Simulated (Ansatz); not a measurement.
Input of an Ansatz 0.2.0 run:

The input input.yaml:

```yaml
crystal:
  lattice:
    - [1.725725178, 0.9963478961, 3.1296800121]
    - [-1.725725178, 0.9963478961, 3.1296800121]
    - [0.0, -1.9926957921, 3.1296800121]
  atoms:
    - { symbol: P, position: [0.77291975, 0.77291975, 0.77291975] }
    - { symbol: P, position: [0.22708025, 0.22708025, 0.22708025] }
hamiltonian:
  xc: r2scan
  pseudopotentials: { kind: paw }
  dispersion: d4
kpoints:
  mp_grid: { grid: [9, 9, 9] }
scf:
  occupations: { method: fermi_dirac, width: 0.05 }
output:
  forces: true
  stress: true
  eigenvalues: true
relax:
  f_tol: 0.01
  max_steps: 40
  cell: { stress_tol: 0.05 }
```

Potentials or basis: Ansatz PAW.

Launch:

```bash
$ ansatz run input.yaml --threads 2 --pin off --max-ram 5632MiB --backend cpu --events-out ev --progress --plain --runs-dir out
```

**Question.** Predict the space group after relaxing (to 0.05 Å).

**Answer.** R-3m (No. 166).

**Question.** Predict the relaxed cell.

**Answer.** a = 3.645 Å, b = 3.645 Å, c = 3.645 Å, α = 56.52°, β = 56.52°, γ = 56.52°.

**Question.** Estimate the band gap on the k mesh.

**Answer.** None (metal or under the smearing width).

Forces in eV/Å, atoms in the order of the input:
```
P    0.000  0.000 -0.005
P    0.000  0.000  0.005
```

Caveat: the plane-wave basis is chosen anew once the cell has moved, so the energies of steps on either side of that aren't comparable; the PAW data sets come from PBE, with cores solved anew for the run's functional, which leaves a small shift of forces and pressure.
